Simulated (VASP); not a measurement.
# MnO (Fm-3m) in VASP: further runs

The runs below take MnO through single point, band structure, with r2SCAN+U, HSE03.

Everything below comes from runs of VASP 6.6.1. Logs are shortened: lines on timing, memory, paths and dates and some standing lists are left out, and cuts for length are marked.

**1. Starting point**

Symmetry: Fm-3m, No. 225, cubic system. The conventional cell has a = 4.444 Å, b = 4.444 Å, c = 4.444 Å, α = 90.00°, β = 90.00°, γ = 90.00°. Mn (site symmetry m-3m) has 6 O at 2.22 Å as nearest neighbours. O (site symmetry m-3m) is surrounded by 6 Mn at 2.22 Å.

**2. Single point, r2SCAN+U, collinear spin, ferromagnetic start**

INCAR reads:

```
SYSTEM = MnO
  PREC = Accurate
  ENCUT = 520
  EDIFF = 1E-6
  ISMEAR = 0
  SIGMA = 0.05
  LREAL = .False.
  LASPH = .True.
  NELM = 120
  ALGO = Normal
  ISIF = 2
  LWAVE = .False.
  LCHARG = .False.
  ISPIN = 2
  MAGMOM = 4 0
  LORBIT = 11
  NUPDOWN = 4
  LMAXMIX = 4
  LDAU = .True.
  LDAUTYPE = 2
  LDAUL = 2 -1
  LDAUU = 5 0
  LDAUJ = 0 0
  LDAUPRINT = 1
  METAGGA = R2SCAN
  LMIXTAU = .True.
  NBANDS = 20
```

KPOINTS reads:

```
Automatic mesh
0
Gamma
  7 7 7
  0 0 0
```

POSCAR reads:

```
MnO
1.0
    0.0000000000      2.2220003300      2.2220003300
    2.2220003300      0.0000000000      2.2220003300
    2.2220003300      2.2220003300      0.0000000000
Mn O
1 1
Direct
    0.0000000000      0.0000000000      0.0000000000
    0.5000000000      0.5000000000      0.5000000000
```

Potentials or basis: VASP PAW PBE potentials, release 64 (Mn_pv, O).

Launch:

```bash
$ cat potpaw_PBE.64/Mn_pv/POTCAR potpaw_PBE.64/O/POTCAR > POTCAR
$ mpirun -np 1 vasp_std > vasp.out
```

OUTCAR:

```text
SYSTEM = MnO
   PREC = Accurate
   ENCUT = 520
   EDIFF = 1E-6
   ISMEAR = 0
   LREAL = .False.
   LASPH = .True.
   NELM = 120
   ISIF = 2
   ISPIN = 2
   LORBIT = 11
   NUPDOWN = 4
   METAGGA = R2SCAN

 ion  position               nearest neighbor table
   1  0.000  0.000  0.000-   2 2.22   2 2.22   2 2.22   2 2.22   2 2.22   2 2.22
   2  0.500  0.500  0.500-   1 2.22   1 2.22   1 2.22   1 2.22   1 2.22   1 2.22

  LATTYP: Found a face centered cubic cell.
 ALAT       =     4.4440006600

  Lattice vectors:

 A1 = (   0.0000000000,   2.2220003300,   2.2220003300)
 A2 = (   2.2220003300,   0.0000000000,   2.2220003300)
 A3 = (   2.2220003300,   2.2220003300,   0.0000000000)

Analysis of symmetry for initial positions (statically):
=====================================================================
 Subroutine PRICEL returns:
 Original cell was already a primitive cell.

 Routine SETGRP: Setting up the symmetry group for a
 face centered cubic supercell.

 Subroutine GETGRP returns: Found 48 space group operations
 (whereof 48 operations were pure point group operations)
 out of a pool of 48 trial point group operations.

The static configuration has the point symmetry O_h .

Analysis of symmetry for dynamics (positions and initial velocities):
=====================================================================
 Subroutine PRICEL returns:
 Original cell was already a primitive cell.

 Routine SETGRP: Setting up the symmetry group for a
 face centered cubic supercell.

 Subroutine GETGRP returns: Found 48 space group operations
 (whereof 48 operations were pure point group operations)
 out of a pool of 48 trial point group operations.

The dynamic configuration has the point symmetry O_h .

Analysis of structural, dynamic, and magnetic symmetry:
=====================================================================
 Subroutine PRICEL returns:
 Original cell was already a primitive cell.

 Routine SETGRP: Setting up the symmetry group for a
 face centered cubic supercell.

 Subroutine GETGRP returns: Found 48 space group operations
 (whereof 48 operations were pure point group operations)
 out of a pool of 48 trial point group operations.

The overall configuration has the point symmetry O_h .

 Subroutine INISYM returns: Found 48 space group operations
 (whereof 48 operations are pure point group operations),
 and found     1 'primitive' translations

----------------------------------------------------------------------------------------

                                     Primitive cell

  volume of cell :      21.9413

  direct lattice vectors                    reciprocal lattice vectors
     0.000000000  2.222000330  2.222000330    -0.225022469  0.225022469  0.225022469
     2.222000330  0.000000000  2.222000330     0.225022469 -0.225022469  0.225022469
     2.222000330  2.222000330  0.000000000     0.225022469  0.225022469 -0.225022469

  length of vectors
     3.142383002  3.142383002  3.142383002     0.389750349  0.389750349  0.389750349

  position of ions in fractional coordinates (direct lattice)
     0.000000000  0.000000000  0.000000000
     0.500000000  0.500000000  0.500000000

  ion indices of the primitive-cell ions
   primitive index   ion index
                 1           1
                 2           2

----------------------------------------------------------------------------------------

 KPOINTS: Automatic mesh

Automatic generation of k-mesh.
 Grid dimensions read from file:
[... 79 lines left out ...]
     AMIX     =   0.40;   BMIX     =  1.00
     AMIX_MAG =   1.60;   BMIX_MAG =  1.00
  volume/ion in A,a.u.               =      10.97        74.03
  Fermi-wavevector in a.u.,A,eV,Ry     =   1.560409  2.948746 33.128523  2.434878
  Thomas-Fermi vector in A             =   2.663626
   LORBIT       =     11    0 simple, 1 ext, 2 COOP (PROOUT), +10 PAW based schemes
 LDA+U is selected, type is set to LDAUTYPE =  2
   angular momentum for each species LDAUL =     2   -1
   U (eV)           for each species LDAUU =   5.0  0.0
   J (eV)           for each species LDAUJ =   0.0  0.0
   METAGGA = R2SCAN    functional components
   LHFCALC =     F    Hartree Fock is set to
   AEXX    =    0.0000 exact exchange contribution
   IVDW    =     0    specifies the selected vdW correction
   LEPSILON=     F    determine dielectric tensor
   LRPA    =     F    only Hartree local field effects (RPA)
 spin polarized calculation
 Gauss-broadening in eV      SIGMA  =   0.05
  energy-cutoff  :      520.00
  volume of cell :       21.94
 maximum number of plane-waves:       609
   NGX = 11   NGY = 11   NGZ = 11

 number of electron      18.9999992 magnetization       3.9999997

 Free energy of the ion-electron system (eV)
  ---------------------------------------------------
  ext. energy  EPLUGINS =         0.00000000
  ---------------------------------------------------
  free energy    TOTEN  =       -26.54017469 eV

  energy without entropy =      -26.53518772  energy(sigma->0) =      -26.53768120

atom =   1  type =  1  l = 2

 onsite density matrix

spin component  1

  0.9464  0.0000  0.0000 -0.0000  0.0000
  0.0000  0.9464 -0.0000  0.0000  0.0000
  0.0000 -0.0000  0.8554 -0.0000 -0.0000
 -0.0000  0.0000 -0.0000  0.9464 -0.0000
  0.0000  0.0000 -0.0000 -0.0000  0.8554

spin component  2

  0.1183 -0.0000  0.0000 -0.0000 -0.0000
 -0.0000  0.1183  0.0000  0.0000  0.0000
  0.0000  0.0000  0.0568  0.0000  0.0000
 -0.0000  0.0000  0.0000  0.1183 -0.0000
 -0.0000  0.0000  0.0000 -0.0000  0.0568

 occupancies and eigenvectors

  o =  0.0568  v =  0.0000  0.0000  0.0000  0.0000  0.0000  0.0000  0.0000  0.0143  0.0000 -0.9999      0.0000  0.0000  0.0000  0.0000  0.0000  0.0000  0.0000  0.0000  0.0000  0.0000
  o =  0.0568  v =  0.0000  0.0000  0.0000  0.0000  0.0000  0.0000 -0.0000 -0.9999 -0.0000 -0.0143      0.0000  0.0000  0.0000  0.0000  0.0000  0.0000  0.0000  0.0000  0.0000  0.0000
  o =  0.1183  v =  0.0000  0.0000  0.0000  0.0000  0.0000  1.0000  0.0000  0.0000  0.0000  0.0000      0.0000  0.0000  0.0000  0.0000  0.0000  0.0000  0.0000  0.0000  0.0000  0.0000
  o =  0.1183  v =  0.0000  0.0000  0.0000  0.0000  0.0000  0.0000 -0.1480  0.0000  0.9890  0.0000      0.0000  0.0000  0.0000  0.0000  0.0000  0.0000  0.0000  0.0000  0.0000  0.0000
  o =  0.1183  v =  0.0000  0.0000  0.0000  0.0000  0.0000  0.0000 -0.9890  0.0000 -0.1480 -0.0000      0.0000  0.0000  0.0000  0.0000  0.0000  0.0000  0.0000  0.0000  0.0000  0.0000
  o =  0.8554  v =  0.0000 -0.0000 -0.9993  0.0000 -0.0364  0.0000  0.0000  0.0000  0.0000  0.0000      0.0000  0.0000  0.0000  0.0000  0.0000  0.0000  0.0000  0.0000  0.0000  0.0000
  o =  0.8554  v =  0.0000  0.0000  0.0364  0.0000 -0.9993  0.0000  0.0000  0.0000  0.0000  0.0000      0.0000  0.0000  0.0000  0.0000  0.0000  0.0000  0.0000  0.0000  0.0000  0.0000
  o =  0.9464  v =  0.0000 -1.0000  0.0000 -0.0054 -0.0000  0.0000  0.0000  0.0000  0.0000  0.0000      0.0000  0.0000  0.0000  0.0000  0.0000  0.0000  0.0000  0.0000  0.0000  0.0000
  o =  0.9464  v =  0.0000  0.0054 -0.0000 -1.0000 -0.0000  0.0000  0.0000  0.0000  0.0000  0.0000      0.0000  0.0000  0.0000  0.0000  0.0000  0.0000  0.0000  0.0000  0.0000  0.0000
  o =  0.9464  v =  1.0000  0.0000  0.0000  0.0000  0.0000  0.0000  0.0000  0.0000  0.0000  0.0000      0.0000  0.0000  0.0000  0.0000  0.0000  0.0000  0.0000  0.0000  0.0000  0.0000

 number of electron      18.9999992 magnetization       3.9999997

 Free energy of the ion-electron system (eV)
  ---------------------------------------------------
  ext. energy  EPLUGINS =         0.00000000
  ---------------------------------------------------
  free energy    TOTEN  =       -21.46127827 eV

  energy without entropy =      -21.45876709  energy(sigma->0) =      -21.46002268

 E-fermi :  10.2177     XC(G=0): -12.6302

 val. band max:        9.9387961038   @ k =  -0.4286   0.2857   0.0000
 cond. band min:       5.7677853802   @ k =   0.4286   0.2857   0.1429
 fundamental gap:     -4.1710107236
 Fermi energy:         5.7370725613

 spin component 1

 k-point     1 :       0.0000    0.0000    0.0000
  band No.  band energies     occupation
      1     -45.0875      1.00000
      2     -45.0875      1.00000
      3     -45.0874      1.00000
      4     -13.9218      1.00000
      5       1.8650      1.00000
      6       1.8650      1.00000
[... 436 lines left out ...]
      6       0.3626      1.00000
[... 12 lines left out ...]
     19      32.2759      0.00000
     20      34.0796      0.00000
 Fermi energy:        10.2176522225

 spin component 2

 k-point     1 :       0.0000    0.0000    0.0000
  band No.  band energies     occupation
      1     -39.3443      1.00000
      2     -39.3443      1.00000
      3     -39.3440      1.00000
      4     -14.1557      1.00000
      5       3.2457      1.00000
      6       3.2457      1.00000
[... 449 lines left out ...]
     19      35.5104      0.00000
     20      36.1913      0.00000

------------------------ aborting loop because EDIFF is reached ----------------------------------------

  FORCE on cell =-STRESS in cart. coord.  units (eV):
  Direction    XX          YY          ZZ          XY          YZ          ZX
  --------------------------------------------------------------------------------------
  -------------------------------------------------------------------------------------
  Total       -1.3120688     -1.3120688     -1.3120688     -0.0000000      0.0000000     -0.0000000
  in kB      -95.8086766    -95.8086766    -95.8086766     -0.0000000      0.0000000     -0.0000000
  external PRESSURE =     -95.8086766 kB  Pullay stress =       0.0000000 kB

 VOLUME and BASIS-vectors are now :
 -----------------------------------------------------------------------------
  energy-cutoff  :      520.00
  volume of cell :       21.94
      direct lattice vectors                 reciprocal lattice vectors
     0.000000000  2.222000330  2.222000330    -0.225022469  0.225022469  0.225022469
     2.222000330  0.000000000  2.222000330     0.225022469 -0.225022469  0.225022469
     2.222000330  2.222000330  0.000000000     0.225022469  0.225022469 -0.225022469

 POSITION                                       TOTAL-FORCE (eV/Angst)
 -----------------------------------------------------------------------------------
      0.00000      0.00000      0.00000         0.000000     -0.000000      0.000000
      2.22200      2.22200      2.22200        -0.000000      0.000000     -0.000000
 -----------------------------------------------------------------------------------
    total drift:                                0.000000     -0.000000     -0.000000

  FREE ENERGIE OF THE ION-ELECTRON SYSTEM (eV)
  ---------------------------------------------------
  free  energy   TOTEN  =       -21.4612782680 eV

  energy  without entropy=      -21.4587670868  energy(sigma->0) =      -21.46002268

 total charge

# of ion       s       p       d       tot
------------------------------------------
    1        0.211   6.162   4.998  11.371
    2        1.572   3.413   0.000   4.985
--------------------------------------------------
tot          1.783   9.575   4.998  16.356

 magnetization (x)

# of ion       s       p       d       tot
------------------------------------------
    1        0.015   0.018   4.074   4.108
    2        0.007  -0.133   0.000  -0.126
--------------------------------------------------
tot          0.022  -0.115   4.074   3.981
```

Wall time 38 s (1 thread of Intel Xeon 6975P-C (Granite Rapids), shared host); peak memory 0.15 GiB.

What came out:

| Item | Value |
| --- | --- |
| Free energy | -21.4613 eV |
| Pressure | -9.6 GPa |
| Net moment | 4.00 μB per cell |
| Site moments | Mn +4.11; O -0.13 μB |
| Valence electrons inside the program's atomic spheres | Mn 11.37; O 4.99 |

Eigenvalues of the final occupation matrices:
```tsv
site	spin	trace	eigenvalues
site 1 d	1	4.55	0.86 0.86 0.95 0.95 0.95
site 1 d	2	0.47	0.06 0.06 0.12 0.12 0.12
```

Caveat: the PAW data sets were made with another functional, which shifts forces and pressure a little; the total moment is fixed, so each spin has its own Fermi level; a cell with one magnetic atom can't hold antiferromagnetic order, which such compounds often take.

(Continued in part 2 of 2.)
